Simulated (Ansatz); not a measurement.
**TaN: response to strain**

Aim: deform TaN (equal xx and yy strain of -2 %) and compute stress, forces and field gradients with LAPW, PAW and all-electron datasets made for the crystal.

Program: Ansatz 0.2.0. Level of theory: DFT PBE, scalar-relativistic. These are calculated values, not measurements.

## 1. The starting structure

Symmetry: P-6m2, No. 187, hexagonal system. Conventional cell: a = 2.938 Å, b = 2.938 Å, c = 2.883 Å, α = 90.00°, β = 90.00°, γ = 120.00°. Ta (site symmetry -6m2) has 6 N at 2.23 Å as nearest neighbours. Around N (site symmetry -6m2) lie 6 Ta at 2.23 Å.

As a file:

```cif
data_structure
_symmetry_space_group_name_H-M 'P-6m2'
_symmetry_Int_Tables_number 187
_cell_length_a 2.9380
_cell_length_b 2.9380
_cell_length_c 2.8830
_cell_angle_alpha 90.000
_cell_angle_beta 90.000
_cell_angle_gamma 120.000
_cell_volume 21.55
loop_
_atom_site_label
_atom_site_type_symbol
_atom_site_symmetry_multiplicity
_atom_site_Wyckoff_symbol
_atom_site_fract_x
_atom_site_fract_y
_atom_site_fract_z
_atom_site_occupancy
Ta1 Ta 1 d 0.33333 0.66667 0.50000 1
N1 N 1 a 0.00000 0.00000 0.00000 1
```

The file gives the conventional cell by its symmetry; the runs use the cell typed in the input.

Atoms are numbered in the order of the input: Ta1, N2.

## 2. The deformed structure

Space group P-6m2 before, P-6m2 after.

## 3. All-electron LAPW

Contents of input.yaml:

```yaml
crystal:
  lattice:
    - [2.8792388812, 0.0, 0.0]
    - [-1.4396194406, 2.4934940148, 0.0]
    - [0.0, 0.0, 2.883]
  atoms:
    - { symbol: Ta, position: [0.3333333333, 0.6666666667, 0.5] }
    - { symbol: "N", position: [0.0, 0.0, 0.0] }
kpoints:
  mp_grid: { grid: [12, 12, 10] }
  band_path:
    path:
      - [0.0, 0.0, 0.0]
      - [0.5, 0.0, 0.0]
      - [0.3333333333, 0.3333333333, 0.0]
      - [0.0, 0.0, 0.0]
      - [0.0, 0.0, 0.5]
      - [0.5, 0.0, 0.5]
      - [0.3333333333, 0.3333333333, 0.5]
      - [0.0, 0.0, 0.5]
      - [0.5, 0.0, 0.5]
    npoints: 5
scf:
  occupations: { method: fermi_dirac, width: 0.02 }
hamiltonian:
  xc: pbe
  pseudopotentials: { kind: all_electron, lapw: { basis_error: 0.0005 } }
output:
  forces: true
  stress: true
  eigenvalues: true
```

Command:

```console
$ ansatz run input.yaml --threads 1 --pin off --max-ram 3072MiB --backend cpu --events-out ev --progress --plain --runs-dir out
```

## 4. PAW with frozen cores

Contents of input.yaml:

```yaml
crystal:
  lattice:
    - [2.8792388812, 0.0, 0.0]
    - [-1.4396194406, 2.4934940148, 0.0]
    - [0.0, 0.0, 2.883]
  atoms:
    - { symbol: Ta, position: [0.3333333333, 0.6666666667, 0.5] }
    - { symbol: "N", position: [0.0, 0.0, 0.0] }
kpoints:
  mp_grid: { grid: [12, 12, 10] }
scf:
  occupations: { method: fermi_dirac, width: 0.02 }
hamiltonian:
  xc: pbe
  pseudopotentials: { kind: paw }
output:
  forces: true
  stress: true
  eigenvalues: true
  efg: { contact_densities: true }
```

## 5. Datasets made for this crystal

Edit input.yaml of step 4 so:

```diff
@@ -14,3 +14,3 @@
   xc: pbe
-  pseudopotentials: { kind: paw }
+  pseudopotentials: { kind: all_electron, datasets: crystal }
 output:
```

(Steps that only read results are left out.)

**Question.** What will these runs give? Wanted: pressure; largest shear or deviatoric stress.

**Answer**, as computed:

| quantity | value |
| --- | --- |
| pressure | LAPW 19.97, PAW 19.94, crystal datasets 19.97 GPa |
| largest shear or deviatoric stress (LAPW) | 7.40 GPa |

The largest part of the stress beyond the pressure is 7.40 GPa in size, in the zz component; the atoms are carried along and not relaxed. No run of the undeformed cell stands beside it, so the pressure holds what the given cell had before the change. PAW: stress within 0.06 GPa of LAPW. Crystal datasets: stress within 0.01 GPa of LAPW. Spin-orbit coupling is left out, though the cell holds Ta; in elements this heavy it can shift bands and gaps by tenths of an eV.
